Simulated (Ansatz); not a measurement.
# Si2W: the cost of one run

Program: Ansatz 0.2.0. Level of theory: DFT PBEsol, scalar-relativistic, plane waves, PAW. These are calculated values, not measurements.

3 further runs of the same task are left out: 3 set aside as unsound or not needed.

**1. The structure to begin with**

The structure is tetragonal, space group I4/mmm (No. 139). The conventional cell has a = 3.202 Å, b = 3.202 Å, c = 7.816 Å, α = 90.00°, β = 90.00°, γ = 90.00°. Around Si (site symmetry 4mm) lie 5 Si at 2.59 to 2.62 Å and 5 W at 2.61 Å. Around W (site symmetry 4/mmm) lie 10 Si at 2.61 Å.

Coordinates:

```cif
data_structure
_symmetry_space_group_name_H-M 'P 1'
_symmetry_Int_Tables_number 1
_cell_length_a 3.2025
_cell_length_b 4.5166
_cell_length_c 6.3962
_cell_angle_alpha 69.444
_cell_angle_beta 75.502
_cell_angle_gamma 69.235
_cell_volume 80.16
loop_
_atom_site_label
_atom_site_type_symbol
_atom_site_fract_x
_atom_site_fract_y
_atom_site_fract_z
_atom_site_occupancy
Si1 Si 0.33450 0.99825 0.33275 1
Si2 Si 0.33450 0.49825 0.83275 1
Si3 Si 0.66550 0.50175 0.16725 1
Si4 Si 0.66550 0.00175 0.66725 1
W1 W 0.00000 0.00000 0.00000 1
W2 W 0.00000 0.50000 0.50000 1
```

It is built from the cell relaxed beforehand with the same method (13.36 Å³/atom).

**2. The undisturbed cell**

input.yaml

```yaml
crystal:
  lattice:
    - [0.0, 3.2024995622, 0.0]
    - [1.6012497811, 1.6012497811, -3.9078662644]
    - [-4.8037493433, 1.6012497811, -3.9078662644]
  atoms:
    - { symbol: Si, position: [0.334498945, 0.9982515824, 0.3327505275] }
    - { symbol: Si, position: [0.334498945, 0.4982515824, 0.8327505275] }
    - { symbol: Si, position: [0.665501055, 0.5017484176, 0.1672494725] }
    - { symbol: Si, position: [0.665501055, 0.0017484176, 0.6672494725] }
    - { symbol: W, position: [0.0, 0.0, 0.0] }
    - { symbol: W, position: [0.0, 0.5, 0.5] }
basis:
  ecutwfc: 420
kpoints:
  mp_grid: { grid: [16, 16, 16] }
hamiltonian:
  xc: pbesol
scf:
  occupations: { method: gaussian, width: 0.15 }
output:
  forces: true
  stress: true
  eigenvalues: true
  write_density: true
  write_potential: true
  elf: true
  volumetric_format: npy
```

Started as:

```
$ ansatz run input.yaml --threads 2 --pin off --max-ram 5120MiB --backend cpu --events-out ev --progress --plain --runs-dir out
```

Q: Estimate wall time and peak memory on 2 threads of AMD EPYC 9R45 (Zen 5), shared host.

About 31 s, with a peak of 1.8 GiB.
